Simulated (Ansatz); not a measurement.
# Te on Nb(100): change of the work function, part 4 of 5

How does Te on the bridge site change the work function of Nb(100) as the layer fills?

Ansatz 0.2.0; plane-wave DFT, PBE, Ansatz PAW (the session's first sound run).

So far, work function, upper face (eV): step 2 (the clean slab) 3.60; step 3 (21 atoms, coverage 0.25 ML, cell 2x2) 4.63; step 4 (22 atoms, coverage 0.5 ML, cell 2x2) 4.95; step 5 (6 atoms, coverage 1 ML, cell 1x1) 4.64.

### 7. The slab at 0.25 ML, atoms frozen

This step: plane-wave DFT, PBE, Ansatz PAW (Ansatz 0.2.0).

System of this step: Te/Nb(100). The cell holds 21 atoms: 20 Nb and 1 Te. Cell: a = 6.600 Å, b = 6.600 Å, c = 27.145 Å, α = 90.0°, β = 90.0°, γ = 90.0°. Vacuum lies along c.

To see where the charge goes, the covered slab, the bare substrate and the adsorbate layer are each run at the same frozen positions and on the same grid.

Contents of input.yaml:

```yaml
crystal:
  lattice:
    - [6.6, 0.0, 0.0]
    - [0.0, 6.6, 0.0]
    - [0.0, 0.0, 27.1450980214]
  atoms:
    - { symbol: Nb, position: [0.0, 0.0, 0.3315515749] }
    - { symbol: Nb, position: [0.25, 0.25, 0.3923360304] }
    - { symbol: Nb, position: [-0.001074761, 0.0, 0.4532027026] }
    - { symbol: Nb, position: [0.25, 0.2478079169, 0.5146086479] }
    - { symbol: Nb, position: [0.0080563638, 0.0, 0.5750011414] }
    - { symbol: Nb, position: [0.0, 0.5, 0.3315515749] }
    - { symbol: Nb, position: [0.25, 0.75, 0.3923360304] }
    - { symbol: Nb, position: [-0.0010971399, 0.5, 0.4529604421] }
    - { symbol: Nb, position: [0.25, 0.7521920831, 0.5146086479] }
    - { symbol: Nb, position: [0.0048121794, 0.5, 0.5671776477] }
    - { symbol: Nb, position: [0.5, 0.0, 0.3315515749] }
    - { symbol: Nb, position: [0.75, 0.25, 0.3923360304] }
    - { symbol: Nb, position: [0.501074761, 0.0, 0.4532027026] }
    - { symbol: Nb, position: [0.75, 0.2519964227, 0.5160328984] }
    - { symbol: Nb, position: [0.4919436362, 0.0, 0.5750011414] }
    - { symbol: Nb, position: [0.5, 0.5, 0.3315515749] }
    - { symbol: Nb, position: [0.75, 0.75, 0.3923360304] }
    - { symbol: Nb, position: [0.5010971399, 0.5, 0.4529604421] }
    - { symbol: Nb, position: [0.75, 0.7480035773, 0.5160328984] }
    - { symbol: Nb, position: [0.4951878206, 0.5, 0.5671776477] }
    - { symbol: Te, position: [0.25, 0.0, 0.6579297116] }
kpoints:
  mp_grid: { grid: [5, 5, 1] }
hamiltonian:
  xc: pbe
scf:
  occupations: { method: fermi_dirac, width: 0.1 }
  convergence: { dr2_threshold: 1.0e-08 }
efield:
  axis: 3
  dipole_correction: true
  ramp_position: 0.97
  ramp_width: 0.06
output:
  write_potential: true
  write_density: true
  volumetric_format: npy
```

Launch:

```console
> ansatz run input.yaml --threads 4 --pin off --max-ram 12288MiB --backend cpu --events-out ev --progress --plain --runs-dir out
```

Numbers of over 12 decimals in the logs are rounded to 6 here.

The program printed:

```text
[...]
Crystal: 21 atoms, lattice volume = 1182.440 Å³
Basis set: ecut = 420 eV, 23051 PW (Γ)
Bands: 166, of which v1, the nominal top of the filled ones, is band 138 counted from 1 (137 counted from 0)
Symmetry: 4 space group operations
[...]
k-points: 9 of 25
[...]
SCF iter   1: F=—  HF=-98014.991341 eV  |F-HF|=—  |Δ(HF+E_count)|=         —  Δρ=7.05e-3  dr2=8.52e0  ethr=1.77e-3  p=-0.185 e·Å  D=-2.83e-2 V/Å  ΔV_dip=0.77 eV  dr2_dipole=5.30e-1  V_vac-E_F(+/−)=4.78/4.01 eV  ⟨swp⟩=11.8  Hψ=7218  notcnv=0
[...]
SCF iter  10: F=-98014.708519 eV  HF=-98014.708519 eV  |F-HF|=2.87e-9  |Δ(HF+E_count)|=   6.68e-9  Δρ=4.46e-7  dr2=6.97e-9  ethr=3.62e-12  p=-0.219 e·Å  D=-3.35e-2 V/Å  ΔV_dip=0.91 eV  dr2_dipole=6.45e-10  V_vac-E_F(+/−)=4.63/3.72 eV  ⟨swp⟩=8.4  Hψ=5342  notcnv=0
SCF 1 converged in 10 iterations: F = -98014.708519 eV  dr2 = 6.97e-9
[...]
SCF converged after 10 iterations
Free energy (F): -98014.708519 eV
[...]
Internal energy: -98013.829587 eV  (E = F + TS)
E sigma→0 (E₀):  -98014.269053 eV
Entropy (-TS):   -0.878932 eV (-41.854 meV/atom)
Fermi energy:    3.041504 eV
Dipole field:    D = -0.033504 V/Å  (p = -0.218936 e·Å, saw-weighted, corrected)
Work function:   Φ+ = 4.6308 eV   Φ− = 3.7213 eV
[...]
--- Band table (eV; the first three rows and the last of 9) ---
  k-point 0: bands = [... 134 lower, 3.1487, 3.2366, 3.2372, 3.2632, 3.3312, 3.3933, 3.4275, 3.4476, ... 24 higher]
  k-point 1: bands = [... 134 lower, 3.0371, 3.0436, 3.0913, 3.1271, 3.1271, 3.3698, 3.4596, 3.5029, ... 24 higher]
  k-point 2: bands = [... 134 lower, 2.8323, 2.8744, 3.0295, 3.0466, 3.0576, 3.0695, 3.1350, 3.2378, ... 24 higher]
  k-point 8: bands = [... 134 lower, 2.2656, 2.3501, 2.4432, 2.5187, 2.6198, 2.7459, 2.8487, 3.2699, ... 24 higher]
```

Wall time 1.7 min (4 threads of Arm Neoverse V1, shared host); peak memory 4.4 GiB.

Reading the cycles: dr2 is the Hartree energy of the density residual (eV), the measure of convergence; HF is the Harris–Foulkes estimate of the energy, which meets the free energy F at convergence.

Numbers from this step:

* energy at zero smearing: -98014.2691 eV
* work function, upper face: 4.631 eV
* work function, lower face: 3.721 eV
* dipole along the normal: -0.2189 e·Å
* step between the vacuum levels: 0.9095 eV

The work function of the upper face is 4.63 eV.

### 8. The substrate of the 0.25 ML cell alone

System of this step: Te/Nb(100), substrate alone, atoms held. The cell holds 20 atoms: 20 Nb. Its edges and angles: a = 6.600 Å, b = 6.600 Å, c = 27.145 Å, α = 90.0°, β = 90.0°, γ = 90.0°. Vacuum lies along c.

The second part, atoms unmoved.

input.yaml: that of step 7 with these lines changed.

```diff
@@ -26,3 +26,2 @@
     - { symbol: Nb, position: [0.4951878206, 0.5, 0.5671776477] }
-    - { symbol: Te, position: [0.25, 0.0, 0.6579297116] }
 kpoints:
```

The program printed:

```text
[...]
Crystal: 20 atoms, lattice volume = 1182.440 Å³
Basis set: ecut = 420 eV, 23051 PW (Γ)
Bands: 156, of which v1, the nominal top of the filled ones, is band 130 counted from 1 (129 counted from 0)
Symmetry: 4 space group operations
[...]
k-points: 9 of 25
[...]
SCF iter   1: F=—  HF=-91032.924177 eV  |F-HF|=—  |Δ(HF+E_count)|=         —  Δρ=7.35e-3  dr2=8.76e0  ethr=1.77e-3  p=-0.013 e·Å  D=-2.01e-3 V/Å  ΔV_dip=0.05 eV  dr2_dipole=9.62e-2  V_vac-E_F(+/−)=4.04/3.99 eV  ⟨swp⟩=12.2  Hψ=6815  notcnv=0  defer=1
[...]
SCF iter  10: F=-91032.613435 eV  HF=-91032.613435 eV  |F-HF|=3.87e-9  |Δ(HF+E_count)|=   1.48e-8  Δρ=4.70e-7  dr2=4.45e-9  ethr=3.85e-12  p=0.022 e·Å  D=3.36e-3 V/Å  ΔV_dip=-0.09 eV  dr2_dipole=1.34e-11  V_vac-E_F(+/−)=3.63/3.72 eV  ⟨swp⟩=9.2  Hψ=5266  notcnv=0
SCF 1 converged in 10 iterations: F = -91032.613435 eV  dr2 = 4.45e-9
[...]
SCF converged after 10 iterations
Free energy (F): -91032.613435 eV
[...]
Internal energy: -91031.731071 eV  (E = F + TS)
E sigma→0 (E₀):  -91032.172253 eV
Entropy (-TS):   -0.882364 eV (-44.118 meV/atom)
Fermi energy:    3.048562 eV
Dipole field:    D = 0.003362 V/Å  (p = 0.021968 e·Å, saw-weighted, corrected)
Work function:   Φ+ = 3.6292 eV   Φ− = 3.7204 eV
[...]
--- Band table (eV; the first three rows and the last of 9) ---
  k-point 0: bands = [... 126 lower, 3.2140, 3.2333, 3.2358, 3.2434, 3.2723, 3.3482, 3.4011, 3.4128, ... 22 higher]
  k-point 1: bands = [... 126 lower, 3.0247, 3.0276, 3.0638, 3.1040, 3.1648, 3.2577, 3.4913, 3.5287, ... 22 higher]
  k-point 2: bands = [... 126 lower, 2.8300, 2.9037, 3.0106, 3.0335, 3.0564, 3.0875, 3.1882, 3.2229, ... 22 higher]
  k-point 8: bands = [... 126 lower, 2.2519, 2.3844, 2.4845, 2.5774, 2.5887, 2.8142, 3.1789, 3.2832, ... 22 higher]
```

It took 88 s on 4 threads; peak memory 4.1 GiB.

This step gave:

| Quantity | Value |
| --- | --- |
| energy at zero smearing | -91032.1723 eV |
| work function, upper face | 3.629 eV |
| work function, lower face | 3.720 eV |
| dipole along the normal | 0.02197 e·Å |
| step between the vacuum levels | -0.09125 eV |

The work function of the upper face is 3.63 eV.

### 9. The adsorbate layer of the 0.25 ML cell alone

System of this step: Te/Nb(100), adsorbate layer alone, atoms held. The cell holds 1 atom: 1 Te. Its edges and angles: a = 6.600 Å, b = 6.600 Å, c = 27.145 Å, α = 90.0°, β = 90.0°, γ = 90.0°. Vacuum lies along c.

The third part; a free layer of atoms may carry a moment, so spin is on.

input.yaml, the sections that differ from step 8:

```yaml
crystal:
  lattice:
    - [6.6, 0.0, 0.0]
    - [0.0, 6.6, 0.0]
    - [0.0, 0.0, 27.1450980214]
  atoms:
    - { symbol: Te, position: [0.25, 0.0, 0.6579297116], spin: 1.0 }
magnetization:
  spin_polarized: true
# kpoints, hamiltonian, scf, efield, output: as in step 8
```

The program printed:

```text
[...]
Crystal: 1 atoms, lattice volume = 1182.440 Å³
Basis set: ecut = 420 eV, 23051 PW (Γ)
Bands: 13, of which v1, the nominal top of the filled ones, is band 8 counted from 1 (7 counted from 0)
Symmetry: 8 space group operations
k-points: 6 of 25
[...]
Starting moments: Σ|m| = 1 μB on 1 of 1 site
[...]
SCF iter   2: F=—  HF=-6977.482045 eV  |F-HF|=—  |Δ(HF+E_count)|=   2.64e-1  Δρ=1.33e-3 (↑1.33e-3 ↓1.25e-3)  dr2=4.05e-4  dr2_m=1.79e-2  M=1.999 μB ∫|m|=1.999 μB  β_m=1.00  ethr=2.07e-7  p=-0.000 e·Å  D=-3.83e-7 V/Å  ΔV_dip=0.00 eV  dr2_dipole=6.82e-13  V_vac-E_F(+/−)=5.50/5.50 eV  ⟨swp⟩=4.9  Hψ=484  notcnv=0  κ⁻¹=1.0e0(r=1)
[...]
spin=Collinear: Resta preconditioning applied to the charge; magnetization (m = ρ↑ − ρ↓) channel mixes plain (no charge-response kernel on spin).
SCF iter   3: F=—  HF=-6977.590114 eV  |F-HF|=—  |Δ(HF+E_count)|=   1.08e-1  Δρ=1.59e-4 (↑1.59e-4 ↓1.50e-4)  dr2=1.15e-3  dr2_m=1.36e-4  M=2.000 μB ∫|m|=2.000 μB  β_m=1.00  ethr=2.07e-7  p=-0.000 e·Å  D=-4.34e-7 V/Å  ΔV_dip=0.00 eV  dr2_dipole=4.51e-13  V_vac-E_F(+/−)=5.32/5.32 eV  ⟨swp⟩=3.2  Hψ=384  notcnv=0  κ⁻¹=6.5e-2(r=2)
[...]
SCF iter  16: F=—  HF=-6977.649876 eV  |F-HF|=—  |Δ(HF+E_count)|=   2.18e-3  Δρ=2.49e-4 (↑2.49e-4 ↓8.21e-5)  dr2=5.16e-4  dr2_m=2.95e-4  M=2.000 μB ∫|m|=2.000 μB  β_m=1.20  ethr=2.07e-7  p=-0.000 e·Å  D=-8.96e-7 V/Å  ΔV_dip=0.00 eV  dr2_dipole=1.66e-14  V_vac-E_F(+/−)=5.24/5.24 eV  ⟨swp⟩=3.0  Hψ=314  notcnv=0
[...]
spin-set hold released at iteration 16 (site moments' squared step at or under half its running peak, from the soft ceiling on): the magnetisation degrees of freedom join the quasi-Newton model from the next iteration; the mixer history was flushed
SCF iter  17: F=—  HF=-6977.651876 eV  |F-HF|=—  |Δ(HF+E_count)|=   2.00e-3  Δρ=3.28e-4 (↑5.42e-5 ↓3.28e-4)  dr2=1.30e-3  dr2_m=3.95e-4  M=2.000 μB ∫|m|=2.000 μB  β_m=1.20  ethr=2.07e-7  p=-0.000 e·Å  D=-9.09e-7 V/Å  ΔV_dip=0.00 eV  dr2_dipole=3.99e-13  V_vac-E_F(+/−)=5.22/5.22 eV  ⟨swp⟩=3.0  Hψ=309  notcnv=0  κ⁻¹=1.0e0(r=1)
density mixer auto → broyden: no gap read (density of states about μ 1.56 of a free-electron gas's, 46 screened modes)
SCF iter  18: F=—  HF=-6977.652829 eV  |F-HF|=—  |Δ(HF+E_count)|=   9.53e-4  Δρ=3.85e-4 (↑7.36e-6 ↓3.85e-4)  dr2=2.55e-3  dr2_m=4.10e-4  M=2.000 μB ∫|m|=2.000 μB  β_m=1.20  ethr=2.07e-7  p=-0.000 e·Å  D=-9.48e-7 V/Å  ΔV_dip=0.00 eV  dr2_dipole=6.12e-14  V_vac-E_F(+/−)=5.23/5.23 eV  ⟨swp⟩=3.0  Hψ=279  notcnv=0  κ⁻¹=2.3e-4(r=2)
[...]
SCF iter  25: F=-6977.654853 eV  HF=-6977.654853 eV  |F-HF|=2.19e-9  |Δ(HF+E_count)|=   2.62e-8  Δρ=1.64e-7 (↑1.20e-7 ↓1.64e-7)  dr2=4.15e-10  dr2_m=2.75e-11  M=2.000 μB ∫|m|=2.000 μB  ethr=6.25e-11  p=-0.000 e·Å  D=-6.51e-7 V/Å  ΔV_dip=0.00 eV  dr2_dipole=5.26e-18  V_vac-E_F(+/−)=5.27/5.27 eV  ⟨swp⟩=5.5  Hψ=838  notcnv=0
SCF 1 converged in 25 iterations: F = -6977.654853 eV  dr2 = 4.15e-10
[...]
this state was not tested for a lower state beside it, because the mixer in use, unlike msr1, does not test its closes by its own steps (another_mixer; see scf.mixing.algorithm and scf.lower_state_search)
SCF converged after 25 iterations
Magnetization: 2.0000 μB (9.0000 up, 7.0000 down)
Absolute magnetization: 2.0045 μB (∫|ρ↑−ρ↓|, with the PAW one-centre terms)
[...]
Per-site moments (μB) at R_I (Å): [(1.979722, 2.7225)]
Free energy (F): -6977.654853 eV
[...]
Internal energy: -6977.467624 eV  (E = F + TS)
E sigma→0 (E₀):  -6977.561238 eV
Entropy (-TS):   -0.187229 eV (-187.229 meV/atom)
Fermi energy:    -4.891242 eV
Dipole field:    D = -0.000001 V/Å  (p = -0.000004 e·Å, saw-weighted, corrected)
Work function:   Φ+ = 5.2749 eV   Φ− = 5.2749 eV
[...]
--- Band table (eV; the first three rows and the last of 12) ---
  k-point 0 ↑: bands = [... 4 lower, -41.2528, -15.2268, -6.1170, -6.0406, -6.0406, -0.8621, 0.1893, 0.3994, ... 1 higher]
  k-point 1 ↑: bands = [... 4 lower, -41.2528, -15.2262, -6.1137, -6.0706, -6.0380, -0.6745, 0.2926, 0.5403, ... 1 higher]
  k-point 2 ↑: bands = [... 4 lower, -41.2528, -15.2251, -6.1176, -6.1084, -6.0337, -0.2104, 0.5631, 0.6324, ... 1 higher]
  k-point 5 ↓: bands = [... 4 lower, -41.0640, -13.9910, -4.8635, -4.8620, -4.8016, 0.7157, 1.1339, 1.2068, ... 1 higher]
```

Run time: 14 s. Hardware: 4 threads; peak memory 1.2 GiB.

This step gave:

```
energy at zero smearing   : -6977.5612 eV
total moment              : 2.000 μB
site moments              : 1.980 μB
work function, upper face : 5.275 eV
dipole along the normal   : -4.25e-6 e·Å
```

Site moment by atom:

```
atom  site moment (μB)
 Te1              1.98
```

The free layer carries a moment of 2.0 μB a cell.

### 10. Where the charge went at 0.25 ML

This step: plane-wave DFT, PBE, Ansatz PAW; density difference on adsorption (Ansatz 0.2.0).

The densities of the parts are taken from that of the whole and averaged over planes; the first moment of what is left gives the step in the potential.

Numbers from this step:

| Item | Value |
| --- | --- |
| largest charge moved | -0.004497 e/Å² |
| potential step from the moved charge | 1.000 eV |

The electron density difference oscillates, so the rows of the table below give means over windows of 1 Å about each position, cut where the curve ends. Its maxima inside the range that stand out by 2 % of the span (Å: e/Å³): 8.6: 1.6e-4, 9.5: 3.5e-4, 11.6: 3.2e-4, 13.9: 0.00122, 15.1: 0.00141, 17.0: 0.00535, 18.5: 0.00134. Its minima: 9.0: -1.8e-4, 10.5: -2.9e-4, 12.9: -5.0e-4, 14.6: -0.00140, 16.1: -0.00744, 18.1: 1.6e-4.

Planar mean, whole system less its parts. Electron density difference against z; means over each step:

```
z (Å)  electron density difference (e/Å³)
    4                              7.0e-7
    5                              4.3e-6
    6                              1.9e-5
    7                              2.6e-5
    8                             -1.0e-4
    9                              5.7e-5
   10                              9.7e-7
   11                             -1.1e-4
   12                              1.2e-4
   13                             -2.0e-4
   14                              2.0e-4
   15                             -1.6e-4
   16                            -0.00427
   17                             0.00334
   18                              7.9e-4
   19                              4.6e-4
   20                             -1.4e-4
   21                             -2.7e-5
   22                             -3.2e-6
   23                             -3.2e-7
```

Planar mean, whole system less its parts. Electrons moved below z against z:

z (Å), electrons moved below z (e/Å²) and a bar from the least value:
```
        4    0.00000 ##########################
        5    0.00000 ###########################
        6    0.00001 ###########################
        7    0.00005 ###########################
        8   -0.00001 ##########################
        9   -0.00005 ##########################
       10    0.00008 ###########################
       11   -0.00011 #########################
       12   -0.00002 ##########################
       13   -0.00019 ########################
       14    0.00033 ##############################
       15   -0.00018 #########################
       16   -0.00216 ###
       17   -0.00246 
       18   -0.00060 ####################
       19    0.00020 #############################
       20    0.00007 ###########################
       21    0.00001 ###########################
       22    0.00000 ##########################
       23    0.00000 ##########################
```

(Continued in part 5 of 5.)

[Logs are printed without paths, hosts, clocks, repeated set-up lines and the standing remarks that a program may print on its own settings, such as how far it seeks lower states.]

[Hosts, paths, dates, database ids (printed as entryN), source tags and the programs' standing remarks are cut or masked in the printed files.]

[Maps of the electrostatic potential energy from Ansatz leave out the sawtooth potential of an applied field or a dipole correction, so their vacuum need not be flat; planar profiles and work functions include it.]
